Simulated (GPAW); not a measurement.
# Si (P6_3/mmc) in GPAW: convergence with plane-wave cutoff (eV)

Aim: find how far plane-wave cutoff (eV) must go before the results for Si settle, at PBE. This setting moves, with any that are tied to it; all else stays.

All numbers are computed with GPAW 26.7.0; they aren't measurements. Logs are shortened: lines on timing, memory, paths and dates and some standing lists are left out, and cuts for length are marked. The log counts tension as positive stress, the text compression.

## Step 1: Starting point

Symmetry: P6_3/mmc, No. 194, hexagonal system. The conventional cell has a = 3.831 Å, b = 3.831 Å, c = 6.333 Å, α = 90.00°, β = 90.00°, γ = 120.00°. Si (site symmetry 3m) is surrounded by 4 Si at 2.35 to 2.37 Å.

This isn't the form of Si at room conditions, which is diamond.

## Step 2: With plane-wave cutoff (eV) 200

File run.py:

```python
from ase.dft.bandgap import bandgap
from ase.io import read, write
from ase.units import GPa
from gpaw import GPAW, PW

atoms = read('Si.xyz')

calc = GPAW(mode=PW(200),
            xc='PBE',
            kpts={'size': (6, 6, 3), 'gamma': True},
            occupations={'name': 'fermi-dirac', 'width': 0.05},
            nbands=18,
            convergence={'density': 1e-05, 'energy': 1e-05},
            maxiter=100,
            txt='gpaw.txt')
atoms.calc = calc
energy = atoms.get_potential_energy()
forces = atoms.get_forces()
stress = atoms.get_stress()
calc.write('gs.gpw')
write('result.traj', atoms)
print(f'Energy: {energy:.6f} eV')
print('Forces (eV/A):')
print(forces.round(4))
print('Stress (GPa):', (stress / GPa).round(3))
print('Fermi level:', round(calc.get_fermi_level(), 4), 'eV')
print(f'Gap: {bandgap(calc)[0]:.4f} eV, direct: {bandgap(calc, direct=True)[0]:.4f} eV')
```

File Si.xyz:

```xyz
4
Lattice="3.8313174605 0.0000000000 0.0000000000 -1.9156587303 3.3180182508 0.0000000000 0.0000000000 0.0000000000 6.3326220002" Properties=species:S:1:pos:R:3 pbc="T T T"
Si     1.9156587304      1.1060060835      5.9336066543
Si    -0.0000000002      2.2120121673      2.7672956542
Si     1.9156587304      1.1060060835      3.5653263460
Si    -0.0000000002      2.2120121673      0.3990153459
```

Potentials or basis: GPAW PAW data sets (gpaw-data 1.2.1), pw.

On the command line:

```console
OMP_NUM_THREADS=1 python run.py
```

Run time: 5.1 s. Hardware: 1 thread of Arm Neoverse V1, shared host; peak memory 0.12 GiB.

What came out:

- Free energy: -21.4892 eV
- Pressure: 1.7 GPa
- Largest force: 0.009 eV/Å
- Band gap on the k mesh: 0.41 eV, indirect (least direct gap 1.03 eV)

## Step 3: With plane-wave cutoff (eV) 250

Edit run.py of step 2 so:

```diff
@@ -7,3 +7,3 @@
 
-calc = GPAW(mode=PW(200),
+calc = GPAW(mode=PW(250),
             xc='PBE',
```

Si.xyz is that of step 2.

Potentials or basis: GPAW PAW data sets (gpaw-data 1.2.1), pw.

On the command line:

```console
OMP_NUM_THREADS=1 python run.py
```

Wall time 5.3 s (1 thread of Arm Neoverse V1, shared host); peak memory 0.13 GiB.

What came out:

| Item | Value |
| --- | --- |
| Free energy | -21.5012 eV |
| Pressure | 1.8 GPa |
| Largest force | 0.008 eV/Å |
| Band gap on the k mesh | 0.41 eV, indirect (least direct gap 1.03 eV) |

## Step 4: With plane-wave cutoff (eV) 300

Edit run.py of step 3 so:

```diff
@@ -7,3 +7,3 @@
 
-calc = GPAW(mode=PW(250),
+calc = GPAW(mode=PW(300),
             xc='PBE',
```

Si.xyz is that of step 3.

On the command line:

```console
OMP_NUM_THREADS=1 python run.py
```

It took 6.5 s on 1 thread of Arm Neoverse V1, shared host; peak memory 0.13 GiB.

Results:

* Free energy: -21.5057 eV
* Pressure: 1.8 GPa
* Largest force: 0.008 eV/Å
* Band gap on the k mesh: 0.41 eV, indirect (least direct gap 1.03 eV)

## Step 5: With plane-wave cutoff (eV) 350

Edit run.py of step 4 so:

```diff
@@ -7,3 +7,3 @@
 
-calc = GPAW(mode=PW(300),
+calc = GPAW(mode=PW(350),
             xc='PBE',
```

Si.xyz is that of step 4.

On the command line:

```console
OMP_NUM_THREADS=1 python run.py
```

It took 8.8 s on 1 thread of Arm Neoverse V1, shared host; peak memory 0.14 GiB.

What came out:

```
Free energy            : -21.5074 eV
Pressure               : 1.8 GPa
Largest force          : 0.008 eV/Å
Band gap on the k mesh : 0.41 eV, indirect (least direct gap 1.03 eV)
```

## Step 6: With plane-wave cutoff (eV) 400

Edit run.py of step 5 so:

```diff
@@ -7,3 +7,3 @@
 
-calc = GPAW(mode=PW(350),
+calc = GPAW(mode=PW(400),
             xc='PBE',
```

Si.xyz is that of step 5.

Potentials or basis: GPAW PAW data sets (gpaw-data 1.2.1), pw.

On the command line:

```console
OMP_NUM_THREADS=1 python run.py
```

Wall time 9.5 s (1 thread of Arm Neoverse V1, shared host); peak memory 0.14 GiB.

What came out:

* Free energy: -21.5084 eV
* Pressure: 1.8 GPa
* Largest force: 0.008 eV/Å
* Band gap on the k mesh: 0.41 eV, indirect (least direct gap 1.03 eV)

## Step 7: With plane-wave cutoff (eV) 500

Edit run.py of step 6 so:

```diff
@@ -7,3 +7,3 @@
 
-calc = GPAW(mode=PW(400),
+calc = GPAW(mode=PW(500),
             xc='PBE',
```

Si.xyz is that of step 6.

On the command line:

```console
OMP_NUM_THREADS=1 python run.py
```

Wall time 10 s (1 thread of Arm Neoverse V1, shared host); peak memory 0.15 GiB.

The run converged. Its results:

* Free energy: -21.5098 eV
* Pressure: 1.8 GPa
* Largest force: 0.008 eV/Å
* Band gap on the k mesh: 0.41 eV, indirect (least direct gap 1.03 eV)

## Step 8: With plane-wave cutoff (eV) 600

Edit run.py of step 7 so:

```diff
@@ -7,3 +7,3 @@
 
-calc = GPAW(mode=PW(500),
+calc = GPAW(mode=PW(600),
             xc='PBE',
```

Si.xyz is that of step 7.

On the command line:

```console
OMP_NUM_THREADS=1 python run.py
```

Wall time 15 s (1 thread of Arm Neoverse V1, shared host); peak memory 0.17 GiB.

The run converged. Its results:

| Quantity | Value |
| --- | --- |
| Free energy | -21.5105 eV |
| Pressure | 1.8 GPa |
| Largest force | 0.008 eV/Å |
| Band gap on the k mesh | 0.41 eV, indirect (least direct gap 1.03 eV) |

## Step 9: With plane-wave cutoff (eV) 800

Edit run.py of step 8 so:

```diff
@@ -7,3 +7,3 @@
 
-calc = GPAW(mode=PW(600),
+calc = GPAW(mode=PW(800),
             xc='PBE',
```

Si.xyz is that of step 8.

Potentials or basis: GPAW PAW data sets (gpaw-data 1.2.1), pw.

On the command line:

```console
OMP_NUM_THREADS=1 python run.py
```

Run time: 19 s. Hardware: 1 thread of Arm Neoverse V1, shared host; peak memory 0.19 GiB.

It converged, with:

* Free energy: -21.5112 eV
* Pressure: 1.8 GPa
* Largest force: 0.008 eV/Å
* Band gap on the k mesh: 0.41 eV, indirect (least direct gap 1.03 eV)

## Step 10: With plane-wave cutoff (eV) 1000

Edit run.py of step 9 so:

```diff
@@ -7,3 +7,3 @@
 
-calc = GPAW(mode=PW(800),
+calc = GPAW(mode=PW(1000),
             xc='PBE',
```

Si.xyz is that of step 9.

Potentials or basis: GPAW PAW data sets (gpaw-data 1.2.1), pw.

On the command line:

```console
OMP_NUM_THREADS=1 python run.py
```

gpaw.txt:

```text
__  _  _
 | _ |_)|_||  |
 |__||  | ||/\| - 26.7.0

Input parameters:
  mode=PW(ecut=1000.0),
  convergence={'density': 1e-05, 'energy': 1e-05},
  kpts=MonkhorstPack(size=(6, 6, 3), gamma=True),
  maxiter=100,
  nbands=18,
  occupations=Occupations(name='fermi-dirac', width=0.05),
  xc=XC(name='PBE')

Diagonalizing LCAO Hamiltonian
Converting LCAO to pw mode

            Si

            Si
        Si

        Si

Atoms  # Å, Bohr magnetons
|   | symbol |         x |        y |        z |    initial magnetic moments |
|---|--------|-----------|----------|----------|-----------------------------|
| 0 |     Si |  1.915659 | 1.106006 | 5.933607 | ( 0.0000,  0.0000,  0.0000) |
| 1 |     Si | -0.000000 | 2.212012 | 2.767296 | ( 0.0000,  0.0000,  0.0000) |
| 2 |     Si |  1.915659 | 1.106006 | 3.565326 | ( 0.0000,  0.0000,  0.0000) |
| 3 |     Si | -0.000000 | 2.212012 | 0.399015 | ( 0.0000,  0.0000,  0.0000) |

Unit cell  # Å
| periodic |         x |        y |        z |  lengths |     angles |
|----------|-----------|----------|----------|----------|------------|
|      yes |  3.831317 | 0.000000 | 0.000000 | 3.831317 |  90.000000 |
|      yes | -1.915659 | 3.318018 | 0.000000 | 3.831317 |  90.000000 |
|      yes |  0.000000 | 0.000000 | 6.332622 | 6.332622 | 120.000000 |

Number of symmetries: 12
Symmetry operations  # r_c * U_cc + t_c -> r_c
|    | kind |            matrix            |
|----|------|------------------------------|
|  0 |  σ   |  1, 1, 0,  0,-1, 0,  0, 0, 1 |
|  1 |  S6  |  1, 1, 0, -1, 0, 0,  0, 0,-1 |
|  2 |  E   |  1, 0, 0,  0, 1, 0,  0, 0, 1 |
|  3 |  C2  |  1, 0, 0, -1,-1, 0,  0, 0,-1 |
|  4 |  C2  |  0, 1, 0,  1, 0, 0,  0, 0,-1 |
|  5 |  C3  |  0, 1, 0, -1,-1, 0,  0, 0, 1 |
|  6 |  S6  |  0,-1, 0,  1, 1, 0,  0, 0,-1 |
|  7 |  σ   |  0,-1, 0, -1, 0, 0,  0, 0, 1 |
|  8 |  σ   | -1, 0, 0,  1, 1, 0,  0, 0, 1 |
|  9 |  i   | -1, 0, 0,  0,-1, 0,  0, 0,-1 |
| 10 |  C3  | -1,-1, 0,  1, 0, 0,  0, 0, 1 |
| 11 |  C2  | -1,-1, 0,  0, 1, 0,  0, 0,-1 |

BZ-sampling:
  Number of BZ points: 108
  Number of IBZ points: 17

  Monkhorst-Pack size: [6, 6, 3]
  Monkhorst-Pack shift: [0.08333333333333333, 0.08333333333333333, 0.0]

K-points  # in reciprocal-cell coordinates
|     |                                coordinates |     weight |
|-----|--------------------------------------------|------------|
|   0 | (  0.00000000,   0.00000000,   0.00000000) | 0.00925926 |
|   1 | (  0.00000000,   0.00000000,   0.33333333) | 0.01851852 |
|   2 | (  0.16666667,   0.00000000,  -0.33333333) | 0.05555556 |
|   3 | (  0.16666667,   0.00000000,   0.00000000) | 0.05555556 |
|   4 | (  0.16666667,   0.00000000,   0.33333333) | 0.05555556 |
|   5 | (  0.33333333,  -0.16666667,   0.00000000) | 0.05555556 |
|   6 | (  0.33333333,  -0.16666667,   0.33333333) | 0.11111111 |
|   7 | (  0.33333333,   0.00000000,  -0.33333333) | 0.05555556 |
|   8 | (  0.33333333,   0.00000000,   0.00000000) | 0.05555556 |
|   9 | (  0.33333333,   0.00000000,   0.33333333) | 0.05555556 |
| ... |                                            |            |
|  16 | (  0.50000000,   0.50000000,   0.33333333) | 0.05555556 |

Plane wave coefficients: 5799
Cutoff: 1000.0 eV

Spin-components: 1 (collinear spins)
Bands:           18
Projectors:      20
Spin-degeneracy: 2
Datatype:        complex128

Parallelization:
  kpt:    1
  domain: 1
  band:   1

Density:
  Valence electrons: 16.0
  Components: 1
  Grid points: [28 28 48]
  Charge: 0.0  # |e|

Potential:
  Grid points: [28 28 48]

species:
  Si:
    name:    Silicon
    Z:       14.0
    valence: 4
    core:    10
    charge:  0.0  # [|e|]
    compensation charges:
      type: gauss
      rc: 0.33  # [Å]
      lmax: 2
    cutoffs:
      filter: 1.86  # [Å]
      core: 2.06  # [Å]
    projectors
    | kind |    occ | energy [eV] | rcut [Å] |
    |------|--------|-------------|----------|
    |   3s |  2.000 |     -10.812 |    1.058 |
    |   3p |  2.000 |      -4.081 |    1.058 |
    |    s |        |      16.399 |    1.058 |
    |    p |        |      23.130 |    1.058 |
    |    d |        |       0.000 |    1.058 |

    Using partial waves for Si as LCAO basis

Reference energy: -31545.377001  # eV

eigensolver:
  PPCG
  Converge bands: occupied
  niter=2

density mixing:
  MSR1-Mixer
  Pratt-step length: 0.05
  Maximum mixing coefficient: 0.75
  Old densities: 10
  SVD Regularization: 0.005
  Good broyden scale: 1.0
  Trust region scale: 1.0
  Backstep threshold: 4.0
  History deletion threshold: 6.0
  Fourier metric: weight=20.0, sigma=0.015

occupation numbers:
  Fermi-Dirac:
    width: 0.0500  # eV

poisson solver:
  ecut: 8000.0  # eV

xc functional:
  name: PBE with 2 nearest neighbor stencil

convergence criteria:
- Maximum integral of absolute [dens]ity change: 1e-05 electrons / valence electron
- Maximum [total energy] change in last 3 cyles: 1e-05 eV / valence electron
- Maximum integral of absolute [eigenst]ate change: 4e-08 eV^2 / valence electron
maximum number of iterations: 100

SCF iterations
|iter     | |      energy | eigst |  dens |
|---------|-|-------------|-------|-------|
|iter:   1| |  -21.703949 | -0.07 |       |
|iter:   2| |  -21.686201 | -2.41 | -0.81 |
|iter:   3| |  -21.512341 | -2.18 | -0.83 |
|iter:   4| |  -21.510782 | -3.03 | -1.45 |
|iter:   5| |  -21.511247 | -4.79 | -2.33 |
|iter:   6| |  -21.511279 | -6.21 | -3.11 |
|iter:   7| |  -21.511283c| -7.22 | -3.58 |
|iter:   8| |  -21.511283c| -7.49c| -4.48 |
|iter:   9| |  -21.511283c| -8.37c| -5.07c|

Converged in 9 steps
Energy contributions relative to reference atoms: (reference = -31545.377001)

Energy contributions:
  Kinetic:          29.933120
  Coulomb:         -26.254319
  Zero:             -0.049220
  External:          0.000000
  Xc:              -25.140675
  Entropy:          -0.000379
  Spinorbit:         0.000000
  ----------------------------
  Free energy:     -21.511473
  Extrapolated:    -21.511283

dipole moment: (-0.000005, -0.000009, -0.000017)  # |e|*Ang

Fermi level: 5.719
Eigenvalues  # (at kpt = [0.000, 0.000, 0.000])
| band index |      eig [eV] | occ [0-2] |
|------------|---------------|-----------|
|          0 |        -6.677 |     2.000 |
|          1 |        -4.392 |     2.000 |
|          2 |        -1.700 |     2.000 |
|          3 |         4.002 |     2.000 |
|          4 |         4.002 |     2.000 |
|          5 |         5.171 |     2.000 |
[... 8 lines left out ...]
|         14 |         9.685 |     0.000 |
|         15 |        11.445 |     0.000 |
|        ... |               |           |
|         17 |        12.758 |     0.000 |

Gap: 0.412 eV
Transition (v -> c):
  (s=0, k=0, n=7, [0.00, 0.00, 0.00]) -> (s=0, k=15, n=8, [0.50, 0.50, 0.00])
Direct/indirect transitions are different
Direct gap: 1.026 eV
Transition at: (s=0, k=0, n=7, [0.00, 0.00, 0.00])

Forces  # eV/Ang
|        x |        y |        z |
|----------|----------|----------|
|  0.00000 |  0.00000 |  0.00846 |  # Si   0
|  0.00000 | -0.00000 |  0.00847 |  # Si   1
| -0.00000 |  0.00000 | -0.00847 |  # Si   2
|  0.00000 | -0.00000 | -0.00846 |  # Si   3

Stress tensor  # eV/Ang^3
|         x |         y |         z |
|-----------|-----------|-----------|
| -0.011297 | -0.000000 |  0.000000 |
| -0.000000 | -0.011297 |  0.000000 |
|  0.000000 |  0.000000 | -0.010759 |

# Writing to gs.gpw (mode='')
```

Run time: 27 s. Hardware: 1 thread of Arm Neoverse V1, shared host; peak memory 0.22 GiB.

What came out:

```yaml
Free_energy: -21.5115 eV
Pressure: 1.8 GPa
Largest_force: 0.008 eV/Å
Band_gap_on_the_k_mesh: 0.41 eV, indirect (least direct gap 1.03 eV)
```

## Step 11: The series at a glance

```csv
plane-wave cutoff (eV),"energy less the tightest run, at zero smearing (meV/atom)",pressure (GPa),SCF cycles,CPU time (s),peak memory (GiB)
200,5.58,1.74,10,5.1,0.12
250,2.57,1.75,10,5.3,0.13
300,1.45,1.77,10,6.5,0.13
350,1.02,1.78,10,8.8,0.14
400,0.78,1.78,10,9.5,0.14
500,0.43,1.78,10,10,0.15
600,0.23,1.78,9,15,0.17
800,0.07,1.78,10,19,0.19
1000,0.00,1.78,9,27,0.22
```

Against the tightest run, the energy stays within 1 meV/atom from 400 on; the pressure stays within 0.1 GPa from 200 on. The tightest run that finished is the yardstick and may itself not be fully converged.

Caveats: an odd mesh through Γ misses points on the zone boundary, where band edges often lie.
